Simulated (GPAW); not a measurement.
Here is a GPAW 26.7.0 calculation.

The input run.py:

```python
from ase.dft.bandgap import bandgap
from ase.io import read, write
from ase.units import Bohr, GPa
from gpaw import GPAW, PW
from gpaw.elf import elf_from_dft_calculation

atoms = read('POSCAR')

calc = GPAW(mode=PW(600),
            xc='RPBE',
            kpts={'size': (9, 9, 9), 'gamma': True},
            occupations={'name': 'methfessel-paxton', 'order': 0, 'width': 0.02},
            nbands=22,
            convergence={'density': 1e-05, 'energy': 1e-05},
            maxiter=150,
            txt='gpaw.txt')
atoms.calc = calc
energy = atoms.get_potential_energy()
forces = atoms.get_forces()
stress = atoms.get_stress()
calc.write('gs.gpw')
write('result.traj', atoms)
print(f'Energy: {energy:.6f} eV')
print('Forces (eV/A):')
print(forces.round(4))
print('Stress (GPa):', (stress / GPa).round(3))
print('Fermi level:', round(calc.get_fermi_level(), 4), 'eV')
print(f'Gap: {bandgap(calc)[0]:.4f} eV, direct: {bandgap(calc, direct=True)[0]:.4f} eV')

# fields on the real-space grid
write('density.cube', atoms, data=calc.get_pseudo_density() * Bohr**3)
write('potential.cube', atoms, data=calc.get_electrostatic_potential())
write('elf.cube', atoms, data=elf_from_dft_calculation(calc).data)
```

Contents of POSCAR:

```
ZnCu
1.0
    2.9450000000      0.0000000000      0.0000000000
    0.0000000000      2.9450000000      0.0000000000
    0.0000000000      0.0000000000      2.9450000000
Zn Cu
1 1
Direct
    0.5000000000      0.5000000000      0.5000000000
    0.0000000000      0.0000000000      0.0000000000
```

Potentials or basis: the program's PAW data sets (release 1.2.1) made for this functional, pw.

Run with:

```console
$ OMP_NUM_THREADS=1 python run.py
```

(1) What does it give for the pressure?

(2) Estimate the band gap on the k mesh.

Answers

(1) 7.5 GPa.

(2) none (metal or under the smearing width).

Caveat: with this Cu data set, volumes or pressures lay over 1.5 % or 2 GPa off other programs in two to four cells of ten.
